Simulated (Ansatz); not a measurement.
# Sodium, hcp under revPBE: ground state and equation of state

What does revPBE give for sodium in the hcp structure? We relax it, solve it on a dense k-mesh, then scale the cell to 7 volumes from 88 to 112 % of the relaxed one and try a fit of the equation of state. Spin polarisation is left out. The k-meshes are 10×10×5 for the relaxation; 16×16×9 for the dense run; 11×11×6 for the volumes.

This is Na in the hcp structure; at room conditions it is bcc.

Program: Ansatz 0.2.0. Level of theory: DFT revPBE, plane waves (420 eV) with PAW, scalar-relativistic; PBE-made PAW files. These are calculated values, not measurements.

## 1. The system as given

The structure is hexagonal, space group P6_3/mmc (No. 194). The conventional cell has a = 3.764 Å, b = 3.764 Å, c = 6.147 Å, α = 90.00°, β = 90.00°, γ = 120.00°. Na (site symmetry -6m2) is surrounded by 12 Na at 3.76 Å.

As a file:

```cif
data_structure
_symmetry_space_group_name_H-M 'P6_3/mmc'
_symmetry_Int_Tables_number 194
_cell_length_a 3.7640
_cell_length_b 3.7640
_cell_length_c 6.1467
_cell_angle_alpha 90.000
_cell_angle_beta 90.000
_cell_angle_gamma 120.000
_cell_volume 75.42
loop_
_atom_site_label
_atom_site_type_symbol
_atom_site_symmetry_multiplicity
_atom_site_Wyckoff_symbol
_atom_site_fract_x
_atom_site_fract_y
_atom_site_fract_z
_atom_site_occupancy
Na1 Na 2 c 0.33333 0.66667 0.25000 1
```

## 2. Relaxation of the cell

input.yaml

```yaml
crystal:
  lattice:
    - [3.7640418302, 0.0, 0.0]
    - [-1.8820209151, 3.2597558458, 0.0]
    - [0.0, 0.0, 6.1466803087]
  atoms:
    - { symbol: Na, position: [0.3333333333, 0.6666666667, 0.25] }
    - { symbol: Na, position: [0.6666666667, 0.3333333333, 0.75] }
hamiltonian:
  xc: revpbe
  pseudopotentials:
    kind: paw
    azcp:
      Na: "pseudopotentials/Na.paw.azcp"
basis:
  ecutwfc: 420
  fft_grid_basis: typed
kpoints:
  mp_grid: { grid: [10, 10, 5], shift: [0, 0, 0] }
magnetization:
  spin_polarized: false
scf:
  occupations: { method: fermi_dirac, width: 0.1 }
relax:
  max_steps: 60
  f_tol: 0.01
  cell: {}
```

The runs that follow: Dense single point; Volume × 0.88; Volume × 0.92; Volume × 0.96; Volume × 1.0; Volume × 1.04; Volume × 1.08; Volume × 1.12.

Before running it: what results should come out? Wanted: space group; conventional cell; volume; shortest distance; gap on the mesh; relative to bcc; V₀, B₀, B₀′.

**Answer**, as computed:

| quantity | value |
| --- | --- |
| space group (spins left aside) | P6_3/mmc (No. 194) |
| conventional cell | a = 3.821 Å, c = 6.240 Å (c/a = 1.633) |
| volume | 39.443 Å³/atom |
| shortest distance | 3.821 Å |
| gap on the mesh | none (levels filled in part) |
| relative to bcc | -1 meV/atom |
| V₀, B₀, B₀′ | 39.458 Å³/atom, 6.9 GPa, 3.7 |

**Reading.** The relaxation enlarged the cell by 4.6 % in volume. It lies 1 meV/atom below the element's reference form at the same level (bcc, from a run of its own), within what mesh and smearing can decide. No gap shows: it is a metal or semimetal at this level. B₀ comes out at 6.9 GPa, a soft solid; letting shape and positions relax at each volume could only lower it. Relaxation kept the symmetry; phonons were not checked.
